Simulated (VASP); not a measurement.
CaSe: single point with PBE

**Measured values to compare with.**

From a printed reference work, monograph, original work of 1988, for a bulk crystal of CaSe at 2 K: band gap 3.85 eV (indirect).

Crystal: CaSe.

```
CELL_PARAMETERS angstrom
0.00000 2.96753 2.96753
2.96753 0.00000 2.96753
2.96753 2.96753 0.00000
ATOMIC_POSITIONS crystal
Ca 0.00000 0.00000 0.00000
Se 0.50000 0.50000 0.50000
```

```json
{"Program": "VASP 6.6.1", "Task": "single point", "Functional": "PBE", "Potentials or basis": "VASP PAW PBE potentials, release 64 (Ca_sv, Se)", "Cutoff": "520 eV", "k mesh": "6 × 6 × 6", "Occupations": "gaussian, width 0.01 eV", "Spin": "no spin polarisation", "Dipole correction": "no", "Further INCAR settings": "ALGO = Normal; EDIFF = 1e-06; NBANDS = 15"}
```

| Property | Result |
| --- | --- |
| Pressure | 0.7 GPa |
| Band gap on the k mesh | 2.05 eV, indirect (least direct gap 2.97 eV) |

Levels at points of the mesh, in eV from the valence-band top:
```
           k point  band 5  band 6  band 7  band 8  band 9  band 10  band 11  band 12
(0.00, 0.00, 0.00)  -11.76    0.00    0.00    0.00    3.29     3.71     3.71     3.71
(0.50, 0.00, 0.00)  -11.09   -3.25   -1.18   -1.18    4.50     5.45     5.48     5.48
(0.50, 0.50, 0.00)  -11.20   -2.49   -0.92   -0.92    2.05     5.01     5.02     5.98
```

Run time: 16 s on 1 thread of AMD EPYC 7R43 64-Core Processor (Zen 3) (shared host), peak memory 0.13 GiB.

A measured gap of CaSe is 3.85 eV (indirect; 2 K; a printed reference work, monograph, original work of 1988); the calculated 2.05 eV misses it by -1.80 eV. Spin-orbit coupling on Se is left out. The value is that of PBE on a finite k mesh, which can miss the band edges, without temperature or zero-point motion. Semilocal functionals fall short of measured gaps as a rule.
